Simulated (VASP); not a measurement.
# Hf (P6_3/mmc) in VASP: a series of runs, part 2 of 2

VASP 6.6.1. The steps go on from the part before.

## 4. Relaxation of the atoms, rev-vdW-DF2+U (atoms moved at random, drawn with an rms of 0.05 Å)

Input file INCAR:

```
SYSTEM = Hf
PREC = Accurate
ENCUT = 550
EDIFF = 1E-6
ISMEAR = 1
SIGMA = 0.2
LREAL = .FALSE.
LASPH = .TRUE.
NELM = 60
ALGO = Fast
ISIF = 2
LWAVE = .FALSE.
LCHARG = .FALSE.
LMAXMIX = 4
LDAU = .TRUE.
LDAUTYPE = 2
LDAUL = 2
LDAUU = 3.5
LDAUJ = 0
LDAUPRINT = 1
GGA = MK
LUSE_VDW = .TRUE.
AGGAC = 0.0
PARAM1 = 0.1234
PARAM2 = 0.711357
ZAB_VDW = -1.8867
IBRION = 2
NSW = 60
EDIFFG = -0.01
```

Input file Hf.cif:

```cif
data_Hf
_cell_length_a 3.19670000
_cell_length_b 3.19670000
_cell_length_c 5.05780000
_cell_angle_alpha 90.00000000
_cell_angle_beta 90.00000000
_cell_angle_gamma 120.00000000
_space_group_name_H-M_alt 'P-1'
_space_group_name_Hall '-P 1'
_space_group_IT_number 2
loop_
_space_group_symop_operation_xyz
'x,y,z'
'-x,-y,-z'
loop_
_atom_site_label
_atom_site_type_symbol
_atom_site_symmetry_multiplicity
_atom_site_Wyckoff_symbol
_atom_site_fract_x
_atom_site_fract_y
_atom_site_fract_z
_atom_site_occupancy
Hf1 Hf 2 i 0.1725725000 0.3367150000 0.7539155000 1
```

Input file KPOINTS:

```
regular mesh
0
G
  10 10 5
  0 0 0
```

Input file POSCAR:

```
Hf
 1.0000000000000000
     3.1966999999999999    0.0000000000000000    0.0000000000000000
    -1.5983499999999993    2.7684234082777150    0.0000000000000000
     0.0000000000000000    0.0000000000000000    5.0578000000000003
 Hf 
   2
Cartesian
  0.0134740905000002  0.9321696879182307  3.8131538159000002
  1.5848759095000005  1.8362537203594842  1.2446461841000003
```

The run is started by

```sh
$ ase convert -i cif -o vasp Hf.cif POSCAR
$ cat potpaw_PBE.64/Hf_sv_GW/POTCAR > POTCAR
$ mpirun -np 1 vasp_std > vasp.out
```

Run time: 14 min. Hardware: 1 thread of Intel Xeon Platinum 8375C at 2.90GHz (Ice Lake), shared host; peak memory 0.48 GiB.

It converged, with:

| Item | Value |
| --- | --- |
| Free energy | -14.8865 eV |
| Energy gained by relaxing | 2.7 meV/atom |
| Ionic steps | 7 |
| Pressure after relaxing | 7.3 GPa |
| Largest force after relaxing | 0.005 eV/Å |
| Band gap on the k mesh | none (metal or under the smearing width) |

Forces in eV/Å, atoms in the order of the input:
```
Hf   0.001  0.001  0.004
Hf  -0.001 -0.001 -0.004
```

The path:
```tsv
step	energy change (eV)	largest force (eV/Å)	pressure (GPa)
1	0.0000	0.2193	7.40
2	-0.0036	0.1209	7.35
3	-0.0052	0.0341	7.33
4	-0.0053	0.0343	7.33
5	-0.0053	0.0351	7.34
6	-0.0054	0.0213	7.34
7	-0.0054	0.0046	7.33
```

Final structure:
```
Hf
1.0
     3.19670    0.00000    0.00000
    -1.59835    2.76842    0.00000
     0.00000    0.00000    5.05780
Hf
2
Direct
  0.16660 0.33330 0.74992
  0.83340 0.66670 0.25008
```

Levels at points of the mesh, in eV from the Fermi level:
```csv
k point,band 9,band 10,band 11,band 12,band 13,band 14,band 15,band 16
"(0.00, 0.00, 0.00)",-7.88,-3.88,0.18,1.39,1.39,1.67,2.24,2.25
"(0.50, 0.00, 0.00)",-3.61,-2.76,-2.16,-1.11,0.89,1.07,1.72,6.26
"(0.00, 0.50, 0.00)",-3.61,-2.76,-2.16,-1.11,0.89,1.07,1.71,6.26
"(0.50, 0.50, 0.00)",-3.61,-2.76,-2.16,-1.11,0.89,1.07,1.71,6.26
```

Eigenvalues of the final occupation matrices:
```csv
site,spin,trace,eigenvalues
site 1 d,1,0.60,0.10 0.10 0.13 0.13 0.14
site 1 d,2,0.60,0.10 0.10 0.13 0.13 0.14
site 2 d,1,0.60,0.10 0.10 0.13 0.13 0.14
site 2 d,2,0.60,0.10 0.10 0.13 0.13 0.14
```

Caveat: the PAW data sets were made with another functional, which shifts forces and pressure a little; U without spin polarisation on a metal has little footing; the U is typed as a test and isn't derived for this compound.

## 5. Single point, BLYP, spin-orbit coupling, no magnetisation (atoms moved at random, drawn with an rms of 0.02 Å)

Input file INCAR:

```
  AGGAC = 1.0
  AGGAX = 1.0
  ALDAC = 0.0
  ALDAX = 1.0
  ALGO = Fast
  EDIFF = 1E-6
  ENCUT = 520
  GGA = B5
  GGA_COMPAT = F
  ISIF = 2
  ISMEAR = 0
  LASPH = T
  LCHARG = T
  LMAXMIX = 4
  LORBIT = 11
  LREAL = F
  LSORBIT = T
  LVHAR = T
  LWAVE = F
  MAGMOM = 0 0 0 0 0 0
  NBANDS = 32
  NELM = 100
  PREC = Accurate
  SIGMA = 0.01
```

Input file KPOINTS:

```
k-points
0
Gamma
  7 7 4
```

Input file POSCAR:

```
Hf
3.1967
    1.000000000000      0.000000000000      0.000000000000
   -0.500000000000      0.866025403791      0.000000000000
    0.000000000000      0.000000000000      1.582194137705
Hf
2
Direct
    0.6566540000      0.3281700000      0.7511400000
    0.3323080000      0.6619140000      0.2498580000
```

Potentials or basis: VASP PAW PBE potentials, release 54 (Hf_pv).

The run is started by

```sh
$ cat potpaw_PBE.54/Hf_pv/POTCAR > POTCAR
$ mpirun -np 1 vasp_ncl > vasp.out
```

OUTCAR:

```text
EDIFF = 1E-6
   ENCUT = 520
   GGA = B5
   ISIF = 2
   ISMEAR = 0
   LASPH = T
   LORBIT = 11
   LREAL = F
   LSORBIT = T
   NELM = 100
   PREC = Accurate

 ion  position               nearest neighbor table
   1  0.657  0.328  0.751-   2 3.11   2 3.12   2 3.12   2 3.14   2 3.14   2 3.15
   2  0.332  0.662  0.250-   1 3.11   1 3.12   1 3.12   1 3.14   1 3.14   1 3.15

  LATTYP: Found a hexagonal cell.
 ALAT       =     3.1967000000
 C/A-ratio  =     1.5821941377

  Lattice vectors:

 A1 = (   3.1967000000,   0.0000000000,   0.0000000000)
 A2 = (  -1.5983500000,   2.7684234083,   0.0000000000)
 A3 = (   0.0000000000,   0.0000000000,   5.0578000000)

Analysis of symmetry for initial positions (statically):
=====================================================================
 Subroutine PRICEL returns:
 Original cell was already a primitive cell.

 Routine SETGRP: Setting up the symmetry group for a
 hexagonal supercell.

 Subroutine GETGRP returns: Found  2 space group operations
[... 1081 lines left out ...]
 l=   3
     0.0000000     0.0000000     0.0000000     0.0000000     0.0000000     0.0000000     0.0000000
     0.0000000     0.0000000     0.0000000     0.0000000     0.0000000     0.0000000     0.0000000
     0.0000000     0.0000000     0.0000000     0.0000000     0.0000000     0.0000000     0.0000000
     0.0000000     0.0000000     0.0000000     0.0000000     0.0000000     0.0000000     0.0000000
     0.0000000     0.0000000     0.0000000     0.0000000     0.0000000     0.0000000     0.0000000
     0.0000000     0.0000000     0.0000000     0.0000000     0.0000000     0.0000000     0.0000000
     0.0000000     0.0000000     0.0000000     0.0000000     0.0000000     0.0000000     0.0000000

 Ion:    2  E_soc:     -1.3695337
 l=   1
     0.0000000    -0.2195859    -0.2195241
    -0.2195859     0.0000000    -0.2195781
    -0.2195241    -0.2195781     0.0000000
 l=   2
     0.0000000    -0.0014503     0.0000000    -0.0014508    -0.0073739
    -0.0014503     0.0000000    -0.0055440    -0.0018146    -0.0014540
     0.0000000    -0.0055440     0.0000000    -0.0055407     0.0000000
    -0.0014508    -0.0018146    -0.0055407     0.0000000    -0.0014504
    -0.0073739    -0.0014540     0.0000000    -0.0014504     0.0000000
 l=   3
     0.0000000     0.0000000     0.0000000     0.0000000     0.0000000     0.0000000     0.0000000
     0.0000000     0.0000000     0.0000000     0.0000000     0.0000000     0.0000000     0.0000000
     0.0000000     0.0000000     0.0000000     0.0000000     0.0000000     0.0000000     0.0000000
     0.0000000     0.0000000     0.0000000     0.0000000     0.0000000     0.0000000     0.0000000
     0.0000000     0.0000000     0.0000000     0.0000000     0.0000000     0.0000000     0.0000000
     0.0000000     0.0000000     0.0000000     0.0000000     0.0000000     0.0000000     0.0000000
     0.0000000     0.0000000     0.0000000     0.0000000     0.0000000     0.0000000     0.0000000

 total charge

# of ion       s       p       d       tot
------------------------------------------
    1        0.389   6.442   1.606   8.437
    2        0.389   6.442   1.606   8.437
--------------------------------------------------
tot          0.778  12.884   3.212  16.875

 magnetization (x)

# of ion       s       p       d       tot
------------------------------------------
    1        0.000   0.000  -0.000  -0.000
    2        0.000   0.000  -0.000  -0.000
--------------------------------------------------
tot          0.000   0.000  -0.000  -0.000

 magnetization (y)

# of ion       s       p       d       tot
------------------------------------------
    1        0.000  -0.000  -0.000  -0.000
    2        0.000  -0.000  -0.000  -0.000
--------------------------------------------------
tot          0.000  -0.000  -0.000  -0.000

 magnetization (z)

# of ion       s       p       d       tot
------------------------------------------
    1       -0.000   0.000   0.000   0.000
    2       -0.000   0.000   0.000   0.000
--------------------------------------------------
tot         -0.000   0.000   0.000   0.000
```

stdout:

```text
POSCAR found type information on POSCAR Hf
 POSCAR found :  1 types and       2 ions
 scaLAPACK will be used
 -----------------------------------------------------------------------------
|                                                                             |
|                                                                             |
|     You enforced a specific xc type in the INCAR file but a different       |
|     I HOPE YOU KNOW WHAT YOU ARE DOING!                                     |
|                                                                             |
 -----------------------------------------------------------------------------

 LDA part: xc-table for (Slater(with rela. corr.)+VWN5), standard interpolation
 POSCAR, INCAR and KPOINTS ok, starting setup
 FFT: planning ... GRIDC
 FFT: planning ... GRID_SOFT
 FFT: planning ... GRID
 WAVECAR not read
 entering main loop
```

Run time: 8.6 min. Hardware: 1 thread of Intel Xeon Platinum 8375C at 2.90GHz (Ice Lake), shared host; peak memory 0.37 GiB.

What came out:

- Free energy: -18.6041 eV
- Pressure: 3.5 GPa
- Largest force: 0.052 eV/Å
- Valence electrons inside the program's atomic spheres: Hf 8.44

Forces in eV/Å, atoms in the order of the input:
```
Hf   0.043 -0.001  0.029
Hf  -0.043  0.001 -0.029
```

Caveat: the PAW data sets were made with another functional, which shifts forces and pressure a little.

## 6. The runs side by side

| task | level | potentials or basis | spin | U | cell | k mesh | cutoff (eV) | smearing | gap on the mesh (eV) | pressure (GPa) |
| --- | --- | --- | --- | --- | --- | --- | --- | --- | --- | --- |
| single point | PBE | VASP PAW PBE potentials, release 64 (Hf_sv_GW) | off | - | as given | 10 × 10 × 5 | 550 | gaussian 0.1 eV | none | 0.1 |
| relaxation of the atoms | rev-vdW-DF2+U | VASP PAW PBE potentials, release 64 (Hf_sv_GW) | off | Hf d U = 3.5 eV | atoms relaxed from: atoms moved at random, drawn with an rms of 0.05 Å | 10 × 10 × 5 | 550 | methfessel-paxton 0.2 eV | none | 7.3 |
| single point | BLYP | VASP PAW PBE potentials, release 54 (Hf_pv) | SOC, no magnetisation | - | atoms moved at random, drawn with an rms of 0.02 Å | 7 × 7 × 4 | 520 | gaussian 0.01 eV | - | 3.5 |

Caveats: the PAW data sets were made with another functional, which shifts forces and pressure a little (some runs); U without spin polarisation on a metal has little footing (some runs); the U is typed as a test and isn't derived for this compound (some runs).

Absolute energies hang on the potentials; compare differences alone.
